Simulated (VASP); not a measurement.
Wanted: the native input for a VASP 6.6.1 run.

- Task: single point
- Functional: LDA
- Potentials or basis: VASP PAW LDA potentials, release 64 (Al, Cu)
- Cutoff: 520 eV
- k mesh: 16 × 16 × 16
- Occupations: gaussian, width 0.15 eV
- Spin: no spin polarisation
- Dipole correction: no
- Further INCAR settings: ALGO = Fast; EDIFF = 1e-07; NBANDS = 14

The structure of AlCu lies in POSCAR:

```
AlCu
1.0
    2.9975090000      0.0000000000      0.0000000000
    0.0000000000      2.9975090000      0.0000000000
    0.0000000000      0.0000000000      2.9975090000
Al Cu
1 1
Direct
    0.0000000000      0.0000000000      0.0000000000
    0.5000000000      0.5000000000      0.4165974147
```

The cell comes from a database or a generator and needn't be the stable form of this composition.

The cell isn't the ideal one: all Cu atoms moved -0.250 Å, as atom 2 along Cartesian [0 0 1].

One way to write it, as run:

INCAR

```
SYSTEM = AlCu
ALGO = Fast
EDIFF = 1E-7
ENCUT = 520
GGA = CA
ISIF = 2
ISMEAR = 0
LASPH = .TRUE.
LCHARG = .FALSE.
LREAL = .FALSE.
LWAVE = .FALSE.
NBANDS = 14
NELM = 100
PREC = Accurate
SIGMA = 0.15
```

KPOINTS

```
k-points
0
G
  16 16 16
  0 0 0
```

Potentials or basis: VASP PAW LDA potentials, release 64 (Al, Cu).

Launch:

```bash
$ cat potpaw_LDA.64/Al/POTCAR potpaw_LDA.64/Cu/POTCAR > POTCAR
$ mpirun -np 1 vasp_std > vasp.out
```

It gave:

The pressure is -5.3 GPa, the largest force is 0.821 eV/Å and the band gap on the k mesh is none (metal or under the smearing width).

Run time: 48 s on 1 thread of Intel(R) Xeon(R) 6975P-C (Granite Rapids), on a shared host, peak memory 0.26 GiB.
